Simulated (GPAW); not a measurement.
Entries from a set of simulations; values are calculated unless marked as measured.

## A GW chain in GPAW: KBr (Fm-3m)

It takes space group Fm-3m (No. 225, cubic). Conventional cell: a = 6.600 Å, b = 6.600 Å, c = 6.600 Å, α = 90.00°, β = 90.00°, γ = 90.00°. K has 6 Br at 3.30 Å nearest. Nearest to Br lie 6 K at 3.30 Å. Farther neighbours and most contacts between anions are not listed.

```xyz
2
Lattice="0.0000 3.3000 3.3000 3.3000 0.0000 3.3000 3.3000 3.3000 0.0000" Properties=species:S:1:pos:R:3 pbc="T T T"
K     0.0000    0.0000    0.0000
Br    3.3000    3.3000    3.3000
```

```
method               : DFT, PBE, plane waves, PAW (and 1 further level or step)
program              : GPAW 26.7.0
settings of one run  : cutoff 450 eV, GPAW PAW setups 1.2.1 data release, 4×4×4 k-mesh, nbands 309
cost                 : 4 runs, 2.2 min in all on 4 MPI ranks of Arm Neoverse V1, shared host (the runs of this entry)
notes                : The cell and positions come from the Crystallography Open Database and are kept as given unless a step says otherwise. Limits: no spin-orbit coupling. Bands and cutoff are finite, so the gap is not at the basis limit. The miss can reach some tenths of an eV and take either sign; the mesh is an error of its own.
PBE gap              : 4.44 eV, direct
G0W0 gap on the mesh : 7.00 eV
GW settings          : 4×4×4 mesh, 299 bands, screening to 150 eV, Godby-Needs plasmon pole
known limits         : not at the basis limit; no spin-orbit coupling
```

G0W0 moves the gap on the mesh from 4.44 eV to 7.00 eV (+2.55 eV), with Z of 0.82 and 0.87 at the edges. Only 1 of the mesh's irreducible points was corrected, so a valley elsewhere could overtake.

[Paths, hosts, dates, memory and timing lines, banners, echoed tables and standing remarks are left out of the program output.]

[Logs are printed without paths, hosts, clocks, repeated set-up lines and the standing remarks that a program may print on its own settings, such as how far it seeks lower states.]

[Runs of the session that timed out or met a known fault of the program may be left out.]

[Hosts, paths, dates, database ids (printed as entryN), source tags and the programs' standing remarks are cut or masked in the printed files.]
